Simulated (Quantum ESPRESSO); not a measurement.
# MgSi (Cmcm) in Quantum ESPRESSO: reference runs, part 2 of 2

Quantum ESPRESSO 7.5.

### Step 11. Single point, PBEsol (atoms moved at random, drawn with an rms of 0.05 Å)

pw.in

```
&CONTROL
  calculation = 'scf'
  prefix = 'pwscf'
  outdir = './tmp'
  pseudo_dir = './pseudo'
  tprnfor = .true.
  tstress = .true.
  disk_io = 'nowf'
/
&SYSTEM
  ibrav = 0
  nat = 4
  ntyp = 2
  ecutwfc = 45
  ecutrho = 360
  nbnd = 21
  occupations = 'smearing'
  smearing = 'fd'
  degauss = 0.00367493
/
&ELECTRONS
  conv_thr = 8d-10
  electron_maxstep = 120
  mixing_beta = 0.5
/
ATOMIC_SPECIES
Si    28.0850 si_pbesol_v1.uspp.F.UPF
Mg    24.3050 mg_pbesol_v1.4.uspp.F.UPF
CELL_PARAMETERS angstrom
   1.5025120000   -5.4260160000    0.0000000000
   1.5025120000    5.4260160000    0.0000000000
   0.0000000000    0.0000000000    4.3401780000
ATOMIC_POSITIONS crystal
Si     0.5578500000    0.4196180000    0.7459330000
Si     0.4441620000    0.5890410000    0.2450490000
Mg     0.1724740000    0.8323540000    0.2573620000
Mg     0.8133270000    0.1566600000    0.7588900000
K_POINTS automatic
9 9 6 0 0 0
```

Potentials or basis: GBRV 1.5 PBEsol.

The run is started by

```
> OMP_NUM_THREADS=1 mpirun -n 2 pw.x -nk 2 -in pw.in > pw.out
```

pw.out:

```text
This program is part of the open-source Quantum ESPRESSO suite
     for quantum simulation of materials; please cite
[... 10 lines left out ...]
     --------------------
     sticks:   dense  smooth     PW     G-vecs:    dense   smooth      PW
     Sum        1673     839    279                55093    19485    3799

     Using Slab Decomposition

     bravais-lattice index     =            0
     lattice parameter (alat)  =      10.6395  a.u.
     unit-cell volume          =     477.5657 (a.u.)^3
     number of atoms/cell      =            4
     number of atomic types    =            2
     number of electrons       =        28.00
     number of Kohn-Sham states=           21
     kinetic-energy cutoff     =      45.0000  Ry
     charge density cutoff     =     360.0000  Ry
     scf convergence threshold =      8.0E-10
     mixing beta               =       0.5000
     number of iterations used =            8  plain     mixing
     Exchange-correlation= SLA  PW   PSX  PSC
                           (   1   4  10   8   0   0   0)

     celldm(1)=  10.639543  celldm(2)=   0.000000  celldm(3)=   0.000000
     celldm(4)=   0.000000  celldm(5)=   0.000000  celldm(6)=   0.000000

     crystal axes: (cart. coord. in units of alat)
               a(1) = (   0.266866  -0.963734   0.000000 )
               a(2) = (   0.266866   0.963734   0.000000 )
               a(3) = (   0.000000   0.000000   0.770874 )

     reciprocal axes: (cart. coord. in units 2 pi/alat)
               b(1) = (  1.873597 -0.518816  0.000000 )
               b(2) = (  1.873597  0.518816 -0.000000 )
               b(3) = ( -0.000000  0.000000  1.297229 )

     PseudoPot. # 1 for Si read from file:
     si_pbesol_v1.uspp.F.UPF
     Pseudo is Ultrasoft + core correction, Zval =  4.0
     Generated by new atomic code, or converted to UPF format
     Using radial grid of  899 points,  6 beta functions with:
                l(1) =   0
                l(2) =   0
                l(3) =   1
                l(4) =   1
                l(5) =   2
                l(6) =   2
     Q(r) pseudized with  8 coefficients,  rinner =    0.900   0.900   0.900
                                                       0.900   0.900

     PseudoPot. # 2 for Mg read from file:
     mg_pbesol_v1.4.uspp.F.UPF
     Pseudo is Ultrasoft, Zval = 10.0
     Generated by new atomic code, or converted to UPF format
     Using radial grid of  821 points,  7 beta functions with:
                l(1) =   0
                l(2) =   0
                l(3) =   0
                l(4) =   1
                l(5) =   1
                l(6) =   2
                l(7) =   2
     Q(r) pseudized with  8 coefficients,  rinner =    1.200   1.200   1.200
                                                       1.200   1.200

     atomic species   valence    mass     pseudopotential
     Si                4.00    28.08500     Si( 1.00)
     Mg               10.00    24.30500     Mg( 1.00)

     No symmetry found

   Cartesian axes

     site n.     atom                  positions (alat units)
         1        Si     tau(   1) = (   0.2608533  -0.1332188   0.5750204  )
         2        Si     tau(   2) = (   0.2757271   0.1396248   0.1889019  )
         3        Mg     tau(   3) = (   0.2681548   0.6359485   0.1983937  )
         4        Mg     tau(   4) = (   0.2588569  -0.6328520   0.5850086  )

     number of k points=   244  Fermi-Dirac smearing, width (Ry)=  0.0037

     Number of k-points >= 100: set verbosity='high' to print them.

     Dense  grid:    55093 G-vectors     FFT dimensions: (  72,  72,  50)

     Smooth grid:    19485 G-vectors     FFT dimensions: (  45,  45,  36)

     Initial potential from superposition of free atoms

     starting charge      27.3982, renormalised to      28.0000
     Starting wfcs are   18 randomized atomic wfcs +    3 random wfcs

     Self-consistent Calculation

     iteration #  1     ecut=    45.00 Ry     beta= 0.50
     Davidson diagonalization with overlap
     ethr =  1.00E-02,  avg # of iterations =  6.2

     Threshold (ethr) on eigenvalues was too large:
     Diagonalizing with lowered threshold

     Davidson diagonalization with overlap
     ethr =  9.64E-04,  avg # of iterations =  1.1

     total energy              =    -269.28807946 Ry
     estimated scf accuracy    <       0.27089211 Ry

     iteration #  2     ecut=    45.00 Ry     beta= 0.50
     Davidson diagonalization with overlap
     ethr =  9.67E-04,  avg # of iterations =  2.3

     total energy              =    -269.32248647 Ry
     estimated scf accuracy    <       0.05420455 Ry

     iteration #  3     ecut=    45.00 Ry     beta= 0.50
     Davidson diagonalization with overlap
     ethr =  1.94E-04,  avg # of iterations =  2.5

     total energy              =    -269.33202653 Ry
     estimated scf accuracy    <       0.01259530 Ry

     iteration #  4     ecut=    45.00 Ry     beta= 0.50
     Davidson diagonalization with overlap
     ethr =  4.50E-05,  avg # of iterations =  2.9

     total energy              =    -269.33374680 Ry
     estimated scf accuracy    <       0.00070646 Ry

     iteration #  5     ecut=    45.00 Ry     beta= 0.50
     Davidson diagonalization with overlap
     ethr =  2.52E-06,  avg # of iterations =  5.3

     total energy              =    -269.33378432 Ry
     estimated scf accuracy    <       0.00001179 Ry

     iteration #  6     ecut=    45.00 Ry     beta= 0.50
     Davidson diagonalization with overlap
     ethr =  4.21E-08,  avg # of iterations =  4.0

     total energy              =    -269.33379039 Ry
     estimated scf accuracy    <       0.00000146 Ry

     iteration #  7     ecut=    45.00 Ry     beta= 0.50
     Davidson diagonalization with overlap
     ethr =  5.23E-09,  avg # of iterations =  1.9

     total energy              =    -269.33379066 Ry
     estimated scf accuracy    <       0.00000017 Ry

     iteration #  8     ecut=    45.00 Ry     beta= 0.50
     Davidson diagonalization with overlap
     ethr =  5.92E-10,  avg # of iterations =  2.0

     total energy              =    -269.33379069 Ry
     estimated scf accuracy    <       0.00000001 Ry

     iteration #  9     ecut=    45.00 Ry     beta= 0.50
     Davidson diagonalization with overlap
     ethr =  4.74E-11,  avg # of iterations =  2.2

     total energy              =    -269.33379069 Ry
     estimated scf accuracy    <          2.8E-09 Ry

     iteration # 10     ecut=    45.00 Ry     beta= 0.50
     Davidson diagonalization with overlap
     ethr =  9.89E-12,  avg # of iterations =  2.0

     End of self-consistent calculation

     Number of k-points >= 100: set verbosity='high' to print the bands.

     the Fermi energy is     7.8197 ev

!    total energy              =    -269.33379069 Ry
     estimated scf accuracy    <          2.4E-11 Ry
     smearing contrib. (-TS)   =      -0.00102575 Ry
     internal energy E=F+TS    =    -269.33276494 Ry

     The total energy is F=E-TS. E is the sum of the following terms:
     one-electron contribution =    -207.38249252 Ry
     hartree contribution      =     104.93759311 Ry
     xc contribution           =     -41.77954601 Ry
     ewald contribution        =    -125.10831952 Ry

     convergence has been achieved in  10 iterations

     Forces acting on atoms (cartesian axes, Ry/au):

     atom    1 type  1   force =     0.00447379    0.00767674    0.00456637
     atom    2 type  1   force =    -0.00765620   -0.01006752    0.00628181
     atom    3 type  2   force =    -0.00337495    0.01158386   -0.00438561
     atom    4 type  2   force =     0.00655736   -0.00919308   -0.00646257

     Total force =     0.025166     Total SCF correction =     0.000010

     Computing stress (Cartesian axis) and pressure

          total   stress  (Ry/bohr**3)                   (kbar)     P=      -14.41
  -0.00014058   0.00001083  -0.00000512          -20.68        1.59       -0.75
   0.00001083  -0.00008575  -0.00000315            1.59      -12.61       -0.46
  -0.00000512  -0.00000315  -0.00006749           -0.75       -0.46       -9.93

=------------------------------------------------------------------------------=
   JOB DONE.
=------------------------------------------------------------------------------=
```

Wall time 2.7 min (2 MPI ranks of Arm Neoverse V2, shared host); peak memory 0.52 GiB.

What came out:

| Property | Result |
| --- | --- |
| Free energy | -3664.4729 eV |
| Pressure | -1.4 GPa |
| Largest force | 0.363 eV/Å |
| Band gap on the k mesh | none (metal or under the smearing width) |

Forces on the atoms (eV/Å):
```
Si   0.115  0.197  0.117
Si  -0.197 -0.259  0.162
Mg  -0.087  0.298 -0.113
Mg   0.169 -0.236 -0.166
```

Stress tensor (GPa, compression positive):
```
-2.07  0.16 -0.08
 0.16 -1.26 -0.05
-0.08 -0.05 -0.99
```

### Step 12. Overview

| task | cell | gap on the mesh (eV) | pressure (GPa) | largest force (eV/Å) |
| --- | --- | --- | --- | --- |
| single point | as given | none | -1.5 | 0.17 |
| equation of state | as given | - | - | - |
| single point | atoms moved at random, drawn with an rms of 0.05 Å | none | -1.4 | 0.36 |

Alike in all rows: level PBEsol; potentials or basis GBRV 1.5 PBEsol; no spin polarisation; k mesh 9 × 9 × 6; cutoff (eV) 612; smearing fermi-dirac 0.05 eV.

Total energies depend on the potentials used, so only differences within one code and one set of settings carry meaning.
